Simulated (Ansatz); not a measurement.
`F[C](F)(F)[SnH3]` + `C[SeH]` → `C[Se][SnH3]` + trifluoromethane at 400 K and 1 bar (ligand exchange at the Sn–C bond).

Computed with Ansatz on PBE0-D4/def2-TZVP structures; ΔE is electronic, products minus reactants. CCSD(T)/CBS is the MP2 limit (def2-TZVPP, def2-QZVPP) plus CCSD(T) − MP2 in def2-TZVPP, frozen cores. This one scheme is used for every species. def2 core potentials past Kr. For Se, Sn outer-core shells are correlated without core-valence functions, which leaves a few kJ/mol of doubt a bond. Scalar relativity is left out up to krypton.

| species | CCSD(T)/CBS energy (Eh) | H − E (kJ/mol) | S (J/(mol·K)) |
| --- | --- | --- | --- |
| `F[C](F)(F)[SnH3]` | -553.22148 | 120.2 | 376.9 |
| `C[SeH]` | -2441.15625 | 135.4 | 284.5 |
| `C[Se][SnH3]` | -2656.39593 | 183.1 | 386.7 |
| `FC(F)F` | -338.02896 | 84.0 | 275.7 |

H − E and S are ideal-gas, rigid-rotor, harmonic terms from PBE0-D4/def2-TZVP. 1 Eh = 2625.50 kJ/mol, R = 8.31446 J/(mol·K).

Question: By hand: ΔE, ΔH, ΔS and ΔG.

Answer: ΔE = (-2656.39593) + (-338.02896) − (-553.22148) − (-2441.15625) = -0.04716 Eh = -123.8 kJ/mol. Δ(H − E) = 183.1 + 84.0 − 120.2 − 135.4 = 11.5, so ΔH = -112.3 kJ/mol. ΔS = 386.7 + 275.7 − 376.9 − 284.5 = 1.0 J/(mol·K). ΔG = -112.3 − 400 × (1.0)/1000 = -112.7 kJ/mol.

Question: By hand: the equilibrium constant, and the temperature at which ΔG would vanish if ΔH and ΔS stayed fixed.

Answer: log₁₀ K = −ΔG/(RT ln 10) = 14.7. ΔH and −TΔS have one sign here, so there is no such temperature. One of them is within its doubt of zero, so this could turn.

The number of gas molecules stays the same, so ΔS is small and ΔH decides. A doubt of 5 kJ/mol in ΔE shifts log₁₀ K by 0.7 here. Modes under 60 cm⁻¹, often nearly free rotors, make the harmonic entropy too high. These are equilibria of isolated gas molecules and say nothing of rates. Largest T1 diagnostic: 0.013 (customary marks: 0.02 for closed shells, 0.045 for open ones).
